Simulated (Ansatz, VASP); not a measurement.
# Two plane-wave programs on Al

File INCAR:

```
SYSTEM = Al
PREC = Accurate
ENCUT = 520
EDIFF = 1E-7
ISMEAR = 0
SIGMA = 0.15
LREAL = .False.
LASPH = .True.
NELM = 60
ALGO = Fast
ISIF = 2
LWAVE = .False.
LCHARG = .False.
GGA = PE
NBANDS = 8
```

KPOINTS

```
regular mesh
0
Gamma
  20 20 20
  0 0 0
```

Contents of POSCAR:

```
Al
1.0
   -1.5912186900      1.5912186900      1.5912186900
    1.5912186900     -1.5912186900      1.5912186900
    1.5912186900      1.5912186900     -1.5912186900
Al
1
Direct
    0.0000000000      0.0000000000      0.0000000000
```

Input for Ansatz:

```yaml
crystal:
  lattice:
    - [-1.59121869, 1.59121869, 1.59121869]
    - [1.59121869, -1.59121869, 1.59121869]
    - [1.59121869, 1.59121869, -1.59121869]
  atoms:
    - { symbol: Al, position: [0.0, 0.0, 0.0] }
basis:
  ecutwfc: 420
kpoints:
  mp_grid: { grid: [20, 20, 20] }
hamiltonian:
  xc: pbe
scf:
  occupations: { method: gaussian, width: 0.15 }
output:
  forces: true
  stress: true
  eigenvalues: true
```

This isn't the form of Al at room conditions, which is fcc.

Alike in both runs: task single point; functional PBE; k mesh 20 × 20 × 20; occupations gaussian, width 0.15 eV; no spin polarisation.

```csv
,VASP,Ansatz
version,VASP 6.6.1,Ansatz 0.2.0
potentials or method,"VASP PAW PBE potentials, release 64 (Al)","scalar-relativistic, plane waves, PAW"
plane-wave cutoff (eV),520,420
valence electrons in the cell,3,3
```

```csv
,VASP,Ansatz,Ansatz less VASP
gap on the k mesh at the Fermi level (eV),none,none,-
pressure (GPa),3.8,3.8,+0.02
```

A gap of «none» marks a metal or a gap that the smearing closes.
